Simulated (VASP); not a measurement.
# V (Im-3m) in VASP: further runs

Aim: see how the results for V move with the level of theory and the settings. Levels: PBEsol+rVV10, RPBE+D3. Tasks: relaxation of cell and atoms.

All numbers are computed with VASP 6.6.1; they aren't measurements. Logs are shortened: lines on timing, memory, paths and dates and some standing lists are left out, and cuts for length are marked.

## (1) The structure

The structure is cubic, space group Im-3m (No. 229). The conventional cell has a = 3.029 Å, b = 3.029 Å, c = 3.029 Å, α = 90.00°, β = 90.00°, γ = 90.00°. V (site symmetry m-3m) has 8 V at 2.62 Å as nearest neighbours.

## (2) Relaxation of cell and atoms, PBEsol+rVV10, collinear spin, ferromagnetic start

Input file INCAR:

```
PREC     = Accurate       # precision mode
ENCUT    = 600            # plane-wave cutoff, eV
EDIFF    = 1E-6           # SCF threshold, eV
ISMEAR   = -1             # smearing method
SIGMA    = 0.05           # smearing width, eV
LREAL    = F              # projectors in reciprocal space
LASPH    = T              # aspherical terms in the spheres
NELM     = 120            # most SCF steps
ALGO     = Fast           # electronic algorithm
ISIF     = 3              # what is computed and relaxed
LWAVE    = F              # write WAVECAR
LCHARG   = F              # write CHGCAR
ISPIN    = 2              # spin polarisation
MAGMOM   = 2              # initial moments
LORBIT   = 11             # projections on sites
LMAXMIX  = 4              # l up to which the mixer works
GGA      = PS             # functional
LUSE_VDW = T            
IVDW_NL  = 2            
BPARAM   = 20.0         
CPARAM   = 0.0093       
IBRION   = 2              # ionic algorithm
NSW      = 40             # ionic steps
EDIFFG   = -0.005         # ionic threshold
```

Input file KPOINTS:

```
regular mesh
0
Gamma
  12 12 12
```

Input file POSCAR:

```
V
1.0
   -1.5143500000      1.5143500000      1.5143500000
    1.5143500000     -1.5143500000      1.5143500000
    1.5143500000      1.5143500000     -1.5143500000
V
1
Direct
    0.0000000000      0.0000000000      0.0000000000
```

Potentials or basis: VASP PAW PBE potentials, release 64 (V_sv).

Launch:

```console
$ cat potpaw_PBE.64/V_sv/POTCAR > POTCAR
$ mpirun -np 1 vasp_std > vasp.out
```

OUTCAR:

```text
PREC = Accurate
   ENCUT = 600
   EDIFF = 1E-6
   ISMEAR = -1
   LREAL = F
   LASPH = T
   NELM = 120
   ISIF = 3
   ISPIN = 2
   LORBIT = 11
   GGA = PS
   IVDW_NL = 2
   BPARAM = 20.0
   IBRION = 2
   NSW = 40
   EDIFFG = -0.005

 ion  position               nearest neighbor table
   1  0.000  0.000  0.000-

  LATTYP: Found a body centered cubic cell.
 ALAT       =     3.0287000000

  Lattice vectors:

 A1 = (  -1.5143500000,   1.5143500000,   1.5143500000)
 A2 = (   1.5143500000,  -1.5143500000,   1.5143500000)
 A3 = (   1.5143500000,   1.5143500000,  -1.5143500000)

Analysis of symmetry for initial positions (statically):
=====================================================================
 Subroutine PRICEL returns:
 Original cell was already a primitive cell.

 Routine SETGRP: Setting up the symmetry group for a
 body centered cubic supercell.

 Subroutine GETGRP returns: Found 48 space group operations
 (whereof 48 operations were pure point group operations)
 out of a pool of 48 trial point group operations.

The static configuration has the point symmetry O_h .

Analysis of symmetry for dynamics (positions and initial velocities):
=====================================================================
 Subroutine PRICEL returns:
 Original cell was already a primitive cell.

 Routine SETGRP: Setting up the symmetry group for a
 body centered cubic supercell.

 Subroutine GETGRP returns: Found 48 space group operations
 (whereof 48 operations were pure point group operations)
 out of a pool of 48 trial point group operations.

The dynamic configuration has the point symmetry O_h .

Analysis of structural, dynamic, and magnetic symmetry:
=====================================================================
 Subroutine PRICEL returns:
 Original cell was already a primitive cell.

 Routine SETGRP: Setting up the symmetry group for a
 body centered cubic supercell.

 Subroutine GETGRP returns: Found 48 space group operations
 (whereof 48 operations were pure point group operations)
 out of a pool of 48 trial point group operations.

The overall configuration has the point symmetry O_h .

 Subroutine INISYM returns: Found 48 space group operations
 (whereof 48 operations are pure point group operations),
 and found     1 'primitive' translations

----------------------------------------------------------------------------------------

                                     Primitive cell

  volume of cell :      13.8912

  direct lattice vectors                    reciprocal lattice vectors
    -1.514350000  1.514350000  1.514350000     0.000000000  0.330174662  0.330174662
     1.514350000 -1.514350000  1.514350000     0.330174662  0.000000000  0.330174662
     1.514350000  1.514350000 -1.514350000     0.330174662  0.330174662  0.000000000

  length of vectors
     2.622931140  2.622931140  2.622931140     0.466937486  0.466937486  0.466937486

  position of ions in fractional coordinates (direct lattice)
     0.000000000  0.000000000  0.000000000

  ion indices of the primitive-cell ions
   primitive index   ion index
                 1           1

----------------------------------------------------------------------------------------

 KPOINTS: regular mesh

Automatic generation of k-mesh.
 Grid dimensions read from file:
 generate k-points for:   12   12   12

 Generating k-lattice:

  Cartesian coordinates                     Fractional coordinates (reciprocal lattice)
     0.000000000  0.027514555  0.027514555     0.083333333  0.000000000  0.000000000
     0.027514555  0.000000000  0.027514555     0.000000000  0.083333333  0.000000000
     0.027514555  0.027514555  0.000000000     0.000000000  0.000000000  0.083333333

  Length of vectors
     0.038911457  0.038911457  0.038911457

  Shift w.r.t. Gamma in fractional coordinates (k-lattice)
     0.000000000  0.000000000  0.000000000

 Subroutine IBZKPT returns following result:
 ===========================================

 Found     72 irreducible k-points:

 Following reciprocal coordinates:
            Coordinates               Weight
  0.000000  0.000000  0.000000      1.000000
  0.083333  0.000000  0.000000     12.000000
  0.166667  0.000000  0.000000     12.000000
  0.250000  0.000000  0.000000     12.000000
  0.333333  0.000000  0.000000     12.000000
  0.416667  0.000000  0.000000     12.000000
[... 16 lines left out ...]
  0.333333  0.083333  0.083333     24.000000
  0.416667  0.083333  0.083333     12.000000
 [... further k-points ...]
   k-points           NKPTS =     72   k-points in BZ     NKDIM =     72   number of bands    NBANDS=     11
   number of dos      NEDOS =    301   number of ions     NIONS =      1
   total plane-waves  NPLWV =  13824
   dimension x,y,z NGX =    24 NGY =   24 NGZ =   24
   dimension x,y,z NGXF=    48 NGYF=   48 NGZF=   48
   ions per type =               1
   NGX,Y,Z   is equivalent  to a cutoff of  15.21, 15.21, 15.21 a.u.
   NGXF,Y,Z  is equivalent  to a cutoff of  30.42, 30.42, 30.42 a.u.
 SYSTEM =  unknown system
   PREC   = accura    normal or accurate (medium, high low for compatibility)
   ISTART =      0    job   : 0-new  1-cont  2-samecut
   ICHARG =      2    charge: 1-file 2-atom 10-const
   ISPIN  =      2    spin polarized calculation?
   LNONCOLLINEAR =      F non collinear calculations
   LSORBIT =      F    spin-orbit coupling
   LASPH  =      T    aspherical Exc in radial PAW
   ENCUT  =  600.0 eV  44.10 Ry    6.64 a.u.   5.24  5.24  5.24*2*pi/ulx,y,z
   NELM   =    120;   NELMIN=  2; NELMDL= -5     # of ELM steps
   EDIFF  = 0.1E-05   stopping-criterion for ELM
   LREAL  =      F    real-space projection
   EDIFFG = -.5E-02   stopping-criterion for IOM
   NSW    =     40    number of steps for IOM
   IBRION =      2    ionic relax: 0-MD 1-quasi-New 2-CG
   NFREE  =      1    steps in history (QN), initial steepest desc. (CG)
   ISIF   =      3    stress and relaxation
   ISYM   =      2    0-nonsym 1-usesym 2-fastsym
   POTIM  = 0.5000    time-step for ionic-motion
   TEBEG  =    0.0;   TEEND  =   0.0 temperature during run
   PSTRESS=    0.0 pullay stress
   NELECT =      13.0000    total number of electrons
   NUPDOWN=      -1.0000    fix difference up-down
   EMIN   =  10.00;   EMAX   =-10.00  energy-range for DOS
   EFERMI =   0.00;   METHOD = LEGACY
   ISMEAR =    -1;   SIGMA  =   0.05  broadening in eV -4-tet -1-fermi 0-gaus
   EFERMI_NEDOS =   21; number of points for ismear=-14 and -15
   IALGO  =     68    algorithm
   IMIX   =      4    mixing-type and parameters
     AMIX     =   0.40;   BMIX     =  1.00
     AMIX_MAG =   1.60;   BMIX_MAG =  1.00
  volume/ion in A,a.u.               =      13.89        93.74
  Fermi-wavevector in a.u.,A,eV,Ry     =   1.601313  3.026044 34.888125  2.564205
  Thomas-Fermi vector in A             =   2.698311
   LORBIT       =     11    0 simple, 1 ext, 2 COOP (PROOUT), +10 PAW based schemes
   GGA     = PS    functional components
   LHFCALC =     F    Hartree Fock is set to
   AEXX    =    0.0000 exact exchange contribution
   IVDW_NL    =     2    kernel type
   BPARAM     =20.0000
   IVDW    =     0    specifies the selected vdW correction
   LEPSILON=     F    determine dielectric tensor
   LRPA    =     F    only Hartree local field effects (RPA)
 conjugate gradient relaxation of ions
 spin polarized calculation
 RMM-DIIS sequential band-by-band and
  energy-cutoff  :      600.00
  volume of cell :       13.89
 maximum number of plane-waves:       476
 NGX is ok and might be reduce to    24
   NGX = 11   NGY = 11   NGZ = 11

--------------------------------------- Ionic step        1  -------------------------------------------

 number of electron      13.0000003 magnetization       0.0002515

 Free energy of the ion-electron system (eV)
  ---------------------------------------------------
  ext. energy  EPLUGINS =         0.00000000
  ---------------------------------------------------
  free energy    TOTEN  =        -9.46396507 eV

  energy without entropy =       -9.44606707  energy(sigma->0) =       -9.45501607

 E-fermi :   9.1718     XC(G=0): -12.8997

 val. band max:        9.1631834563   @ k =   0.2500   0.0000   0.0000
 cond. band min:       9.1747630660   @ k =  -0.4167   0.5000   0.1667
 fundamental gap:      0.0115796097
 Fermi energy:         9.1718396061

 spin component 1

 k-point     1 :       0.0000    0.0000    0.0000
  band No.  band energies     occupation
      1     -54.3268      1.00000
      2     -27.7760      1.00000
      3     -27.7760      1.00000
      4     -27.7760      1.00000
      5       2.6429      1.00000
      6       9.5875      0.00024
      7       9.5875      0.00024
      8       9.5875      0.00024
      9      11.5155      0.00000
     10      11.5155      0.00000
     11      29.4197      0.00000
[... 768 lines left out ...]
  energy  without entropy=       -9.4875216656  energy(sigma->0) =       -9.49634163

--------------------------------------- Ionic step        4  -------------------------------------------

 number of electron      12.9999997 magnetization      -0.0000007

 Free energy of the ion-electron system (eV)
  ---------------------------------------------------
  ext. energy  EPLUGINS =         0.00000000
  ---------------------------------------------------
  free energy    TOTEN  =        -9.50517373 eV

  energy without entropy =       -9.48755507  energy(sigma->0) =       -9.49636440

 E-fermi :  10.1017     XC(G=0): -13.3081

 val. band max:       10.0889492475   @ k =   0.3333   0.1667  -0.0000
 cond. band min:      10.1284184220   @ k =  -0.3333   0.3333   0.1667
 fundamental gap:      0.0394691746
 Fermi energy:        10.1016828274

 spin component 1

 k-point     1 :       0.0000    0.0000    0.0000
  band No.  band energies     occupation
      1     -53.3036      1.00000
      2     -26.6292      1.00000
      3     -26.6292      1.00000
      4     -26.6292      1.00000
      5       3.4110      1.00000
      6      10.5357      0.00017
      7      10.5357      0.00017
      8      10.5357      0.00017
      9      12.6549      0.00000
     10      12.6549      0.00000
     11      30.9270      0.00000
[... 690 lines left out ...]
  FREE ENERGIE OF THE ION-ELECTRON SYSTEM (eV)
  ---------------------------------------------------
  free  energy   TOTEN  =        -9.5051737315 eV

  energy  without entropy=       -9.4875550729  energy(sigma->0) =       -9.49636440

 reached required accuracy - stopping structural energy minimisation

 total charge

# of ion       s       p       d       tot
------------------------------------------
    1        2.356   6.236   3.145  11.738

 magnetization (x)

# of ion       s       p       d       tot
------------------------------------------
    1        0.000  -0.000  -0.000  -0.000
```

Wall time 78 s (1 thread of Intel Xeon 6975P-C (Granite Rapids), shared host); peak memory 0.24 GiB.

What came out:

| Item | Value |
| --- | --- |
| Free energy | -9.5052 eV |
| Relaxed volume | 12.90 Å³/atom |
| Relaxed cell | a = 2.559 Å, b = 2.559 Å, c = 2.559 Å, α = 109.47°, β = 109.47°, γ = 109.47° |
| Space group after relaxing (to 0.05 Å) | Im-3m (No. 229) |
| Energy gained by relaxing | 41.2 meV/atom |
| Ionic steps | 4 |
| Pressure after relaxing | 0.0 GPa |
| Band gap on the k mesh | none (metal or under the smearing width) |
| Net moment | 0.00 μB per cell |
| Valence electrons inside the program's atomic spheres | V 11.74 |

Step by step:
```
step  energy change (eV)  largest force (eV/Å)  pressure (GPa)  volume (Å³)
   1              0.0000                0.0000          -12.63        13.89
   2              0.0229                0.0000           20.24        11.80
   3             -0.0412                0.0000           -0.24        12.92
   4             -0.0412                0.0000            0.03        12.90
```

Final structure:
```
CELL_PARAMETERS angstrom
-1.47730 1.47730 1.47730
1.47730 -1.47730 1.47730
1.47730 1.47730 -1.47730
ATOMIC_POSITIONS crystal
V 0.00000 0.00000 0.00000
```

Caveat: the PAW data sets were made with another functional, which shifts forces and pressure a little; pairwise dispersion overbinds metals, which lowers pressure and volume.

## (3) Relaxation of cell and atoms, RPBE+D3, collinear spin, ferromagnetic start

Input file INCAR:

```
PREC = Accurate ; ENCUT = 600
EDIFF = 1E-6 ; ISMEAR = -1
SIGMA = 0.05 ; LREAL = F
LASPH = T ; NELM = 100
ALGO = Normal ; ISIF = 3
LWAVE = F ; LCHARG = F
ISPIN = 2 ; MAGMOM = 2
LORBIT = 11 ; LMAXMIX = 4
GGA = RP ; IVDW = 11
IBRION = 2 ; NSW = 40
EDIFFG = -0.01
```

KPOINTS is that of step 2.

POSCAR is that of step 2.

Potentials or basis: VASP PAW PBE potentials, release 64 (V_sv).

Launch:

```console
$ cat potpaw_PBE.64/V_sv/POTCAR > POTCAR
$ mpirun -np 1 vasp_std > vasp.out
```

OUTCAR:

```text
PREC = Accurate
   ENCUT = 600
   EDIFF = 1E-6
   ISMEAR = -1
   LREAL = F
   LASPH = T
   NELM = 100
   ISIF = 3
   ISPIN = 2
   LORBIT = 11
   GGA = RP
   IVDW = 11
   IBRION = 2
   NSW = 40
   EDIFFG = -0.01
 IVDW          = 11

 ion  position               nearest neighbor table
   1  0.000  0.000  0.000-

  LATTYP: Found a body centered cubic cell.
 ALAT       =     3.0287000000

  Lattice vectors:

 A1 = (  -1.5143500000,   1.5143500000,   1.5143500000)
 A2 = (   1.5143500000,  -1.5143500000,   1.5143500000)
 A3 = (   1.5143500000,   1.5143500000,  -1.5143500000)

Analysis of symmetry for initial positions (statically):
=====================================================================
 Subroutine PRICEL returns:
 Original cell was already a primitive cell.
[... 206 lines left out ...]
     10      11.7892      0.00000
     11      29.6608      0.00000
[... 784 lines left out ...]
 number of electron      12.9999997 magnetization       0.0000007

 number of electron      12.9999997 magnetization      -0.0000013

 Free energy of the ion-electron system (eV)
  ---------------------------------------------------
  ext. energy  EPLUGINS =         0.00000000
  ---------------------------------------------------
  free energy    TOTEN  =        -8.47650545 eV

  energy without entropy =       -8.45882096  energy(sigma->0) =       -8.46766321

 E-fermi :  10.3541     XC(G=0): -13.0188

 val. band max:       10.3385909805   @ k =   0.2500   0.0000   0.0000
 cond. band min:      10.3843244391   @ k =  -0.3333   0.3333   0.1667
 fundamental gap:      0.0457334586
 Fermi energy:        10.3540959822

 spin component 1

 k-point     1 :       0.0000    0.0000    0.0000
  band No.  band energies     occupation
      1     -53.4409      1.00000
      2     -26.6004      1.00000
      3     -26.6004      1.00000
      4     -26.6004      1.00000
      5       3.6749      1.00000
      6      10.7921      0.00016
      7      10.7921      0.00016
      8      10.7921      0.00016
      9      12.9158      0.00000
     10      12.9158      0.00000
     11      31.1635      0.00000
[... 694 lines left out ...]
  FREE ENERGIE OF THE ION-ELECTRON SYSTEM (eV)
  ---------------------------------------------------
  free  energy   TOTEN  =        -9.2236867156 eV

  energy  without entropy=       -9.2060022200  energy(sigma->0) =       -9.21484447

 reached required accuracy - stopping structural energy minimisation

 total charge

# of ion       s       p       d       tot
------------------------------------------
    1        2.353   6.236   3.133  11.722

 magnetization (x)

# of ion       s       p       d       tot
------------------------------------------
    1       -0.000  -0.000   0.000  -0.000
```

OSZICAR:

```text
N       E                     dE             d eps       ncg     rms          rms(c)
DAV:   1     0.100155699405E+03    0.10016E+03   -0.78181E+03  3168   0.143E+03
DAV:   2    -0.775976244491E+01   -0.10792E+03   -0.10498E+03  3198   0.367E+02
[... 33 lines left out ...]
   3 F= -.92236843E+01 E0= -.92148364E+01  d E =-.380008E-01  mag=    -0.0000
       N       E                     dE             d eps       ncg     rms          rms(c)
DAV:   1    -0.847698838134E+01    0.10197E-02   -0.85858E-03  3168   0.163E+00    0.246E-01
DAV:   2    -0.847651225167E+01    0.47613E-03   -0.15142E-03  3192   0.627E-01    0.499E-02
DAV:   3    -0.847650811098E+01    0.41407E-05   -0.78855E-06  3282   0.439E-02    0.266E-02
DAV:   4    -0.847650570472E+01    0.24063E-05   -0.49954E-06  3300   0.316E-02    0.199E-03
DAV:   5    -0.847650545494E+01    0.24978E-06   -0.51209E-08  1614   0.343E-03
   4 F= -.92236867E+01 E0= -.92148445E+01  d E =-.380032E-01  mag=     0.0000
```

CONTCAR:

```text
V
   1.00000000000000
    -1.4777014708797098    1.4777014708797098    1.4777014708797098
     1.4777014708797098   -1.4777014708797098    1.4777014708797098
     1.4777014708797098    1.4777014708797098   -1.4777014708797098
  V
     1
Direct
     1.0000000000000000    0.0000000000000000    0.0000000000000000

  0.00000000E+00  0.00000000E+00  0.00000000E+00
```

Run time: 27 s. Hardware: 1 thread of Intel Xeon 6975P-C (Granite Rapids), shared host; peak memory 0.18 GiB.

Results:

```yaml
Free_energy: -9.2237 eV
Relaxed_volume: 12.91 Å³/atom
Relaxed_cell: a = 2.559 Å, b = 2.559 Å, c = 2.559 Å, α = 109.47°, β = 109.47°, γ = 109.47°
Space_group_after_relaxing_to_0.05_Å: Im-3m (No. 229)
Energy_gained_by_relaxing: 38.0 meV/atom
Ionic_steps: 4
Pressure_after_relaxing: 0.1 GPa
Band_gap_on_the_k_mesh: none (metal or under the smearing width)
Net_moment: 0.00 μB per cell
Valence_electrons_inside_the_program's_atomic_spheres: V 11.72
Dispersion_energy_per_atom: -0.747 eV
```

Step by step:
```
step  energy change (eV)  largest force (eV/Å)  pressure (GPa)  volume (Å³)
   1              0.0000                0.0000          -11.75        13.89
   2              0.0095                0.0000           16.77        11.94
   3             -0.0380                0.0000           -0.19        12.93
   4             -0.0380                0.0000            0.11        12.91
```

Final structure:
```
V
1.0
    -1.47770    1.47770    1.47770
     1.47770   -1.47770    1.47770
     1.47770    1.47770   -1.47770
V
1
Direct
  0.00000 0.00000 0.00000
```

Caveat: the PAW data sets were made with another functional, which shifts forces and pressure a little; pairwise dispersion overbinds metals, which lowers pressure and volume.

## (4) For comparison

An earlier run on the cell as given: functional PBE; potentials or basis VASP PAW PBE potentials, release 64 (V_sv); cutoff 520 eV; k mesh 12 × 12 × 12; occupations fermi-dirac, width 0.05 eV; collinear spin, ferromagnetic start; starting moments [2.0] μB.

- Pressure: -5.2 GPa
- Band gap on the k mesh: none (metal or under the smearing width)
- Net moment: 0.00 μB per cell
- Valence electrons inside the program's atomic spheres: V 11.60

## (5) The runs side by side

| task | level | cell | cutoff (eV) | gap on the mesh (eV) | pressure (GPa) | moment (μB) | relaxed volume (Å³/atom) |
| --- | --- | --- | --- | --- | --- | --- | --- |
| relaxation of cell and atoms | PBEsol+rVV10 | relaxed | 600 | none | 0.0 | 0.00 | 12.90 |
| relaxation of cell and atoms | RPBE+D3 | relaxed | 600 | none | 0.1 | 0.00 | 12.91 |
| single point | PBE | as given | 520 | none | -5.2 | 0.00 | - |

Alike in all rows: potentials or basis VASP PAW PBE potentials, release 64 (V_sv); spin collinear, ferromagnetic start; k mesh 12 × 12 × 12; smearing fermi-dirac 0.05 eV.

Caveats: the PAW data sets were made with another functional, which shifts forces and pressure a little (some runs); pairwise dispersion overbinds metals, which lowers pressure and volume (some runs).

Total energies depend on the potentials used, so only differences within one code and one set of settings carry meaning.
